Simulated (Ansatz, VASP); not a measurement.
P, level by level in two programs

```
P
1.0
     1.66943   -5.53695    0.00000
     1.66943    5.53695    0.00000
     0.00000    0.00000    4.60343
P
4
Direct
  0.90414 0.09586 0.58882
  0.09586 0.90414 0.41118
  0.59586 0.40414 0.08882
  0.40414 0.59586 0.91118
```

Change from the starting cell: volume scaled by 1.04.

Single points on this cell with VASP 6.6.1 and Ansatz 0.2.0. Each row is one pair of runs. Alike in all rows: spin: off; k mesh: 8 × 8 × 6; smearing: fermi-dirac, width 0.05 eV; VASP's potentials, cutoff: VASP PAW PBE potentials, release 64 (P), 520 eV.

```tsv
level	Ansatz's potentials, cutoff	gap on the k mesh at the Fermi level (eV), VASP	gap on the k mesh at the Fermi level (eV), Ansatz	least direct gap on the mesh (eV), VASP	least direct gap on the mesh (eV), Ansatz	pressure (GPa), VASP	pressure (GPa), Ansatz
PBE	PseudoDojo stringent (PBE files), 599 eV	0.19	0.17	0.19	0.17	-1.1	-0.7
PBE	Ansatz PAW earlier set, 600 eV	0.19	?	0.19	?	-1.1	?
PBE	Ansatz PAW, 420 eV	0.19	0.17	0.19	0.17	-1.1	-0.8
PBE	JTH PAW, 840 eV	0.19	0.18	0.19	0.18	-1.1	-0.9
PBEsol	Ansatz PAW, 420 eV	0.09	0.07	0.09	0.07	-3.4	-3.3
```

Question: Fill in what Ansatz gave in row 2.

Answer: gap on the k mesh at the Fermi level (eV): 0.17; least direct gap on the mesh (eV): 0.17; pressure (GPa): -0.8.

Caveats: the PAW data sets were made with another functional, which shifts forces and pressure a little (VASP); the PAW data sets come from PBE, with cores solved anew for the run's functional, which leaves a small shift of forces and pressure (Ansatz).
